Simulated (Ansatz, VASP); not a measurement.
## One calculation of HfO2, two programs

Contents of INCAR:

```
  PREC = Accurate
  ENCUT = 520
  EDIFF = 1E-7
  ISMEAR = -1
  SIGMA = 0.05
  LREAL = False
  LASPH = True
  NELM = 80
  ALGO = Normal
  ISIF = 2
  LWAVE = False
  LCHARG = False
  GGA = PE
  NBANDS = 56
```

The input KPOINTS:

```
regular mesh
0
Gamma
  5 8 4
```

File POSCAR:

```
HfO2
1.0
    5.5931933903      0.0000000000      0.0000000000
    0.0000000000      3.3556744447      0.0000000000
    0.0000000000      0.0000000000      6.5480756926
Hf O
4 8
Direct
    0.7486820000      0.7500000000      0.6078710000
    0.2513180000      0.2500000000      0.3921290000
    0.2486820000      0.7500000000      0.8921290000
    0.7513180000      0.2500000000      0.1078710000
    0.6394990000      0.2500000000      0.4234000000
    0.3605010000      0.7500000000      0.5766000000
    0.1394990000      0.2500000000      0.0766000000
    0.8605010000      0.7500000000      0.9234000000
    0.5207940000      0.2500000000      0.8414530000
    0.4792060000      0.7500000000      0.1585470000
    0.0207940000      0.2500000000      0.6585470000
    0.9792060000      0.7500000000      0.3414530000
```

File input.yaml:

```yaml
crystal:
  lattice:
    - [5.5931933903, 0.0, 0.0]
    - [0.0, 3.3556744447, 0.0]
    - [0.0, 0.0, 6.5480756926]
  atoms:
    - { symbol: Hf, position: [0.748682, 0.75, 0.607871] }
    - { symbol: Hf, position: [0.251318, 0.25, 0.392129] }
    - { symbol: Hf, position: [0.248682, 0.75, 0.892129] }
    - { symbol: Hf, position: [0.751318, 0.25, 0.107871] }
    - { symbol: O, position: [0.639499, 0.25, 0.4234] }
    - { symbol: O, position: [0.360501, 0.75, 0.5766] }
    - { symbol: O, position: [0.139499, 0.25, 0.0766] }
    - { symbol: O, position: [0.860501, 0.75, 0.9234] }
    - { symbol: O, position: [0.520794, 0.25, 0.841453] }
    - { symbol: O, position: [0.479206, 0.75, 0.158547] }
    - { symbol: O, position: [0.020794, 0.25, 0.658547] }
    - { symbol: O, position: [0.979206, 0.75, 0.341453] }
hamiltonian:
  xc: pbe
  pseudopotentials: { kind: paw }
kpoints:
  mp_grid: { grid: [5, 8, 4] }
scf:
  occupations: { method: fermi_dirac, width: 0.05 }
output:
  forces: true
  stress: true
  eigenvalues: true
```

Change from the starting cell: volume scaled by 1.02.

Alike in both runs: task single point; functional PBE; k mesh 5 × 8 × 4; occupations fermi-dirac, width 0.05 eV; no spin polarisation.

```csv
,VASP,Ansatz
version,VASP 6.6.1,Ansatz 0.2.0
potentials or method,"VASP PAW PBE potentials, release 64 (Hf_pv, O)",Ansatz PAW
plane-wave cutoff (eV),520,420
valence electrons in the cell,88,152
```

```tsv
	VASP	Ansatz	Ansatz less VASP
gap on the k mesh at the Fermi level (eV)	3.36	3.41	+0.053
least direct gap on the mesh (eV)	3.36	3.41	+0.053
pressure (GPa)	-5.6	-2.1	+3.53
largest component of the traceless stress (GPa)	0.11	0.10	-0.012
rms of the force components (eV/Å)	0.059	0.028	-0.0313
```

Atom by atom the forces differ by 0.033 eV/Å (rms over components). The two sets of potentials don't hold the same shells in valence.

Caveats: spin-orbit coupling is left out, which moves the levels of the heavy elements; an odd mesh through Γ misses points on the zone boundary, where band edges often lie (VASP); odd divisions of the mesh miss points on the zone boundary, where band edges often lie, so the gap on the mesh can be too wide (Ansatz); the pressure holds a Pulay correction of +0.9 GPa for the finite cutoff (Ansatz).
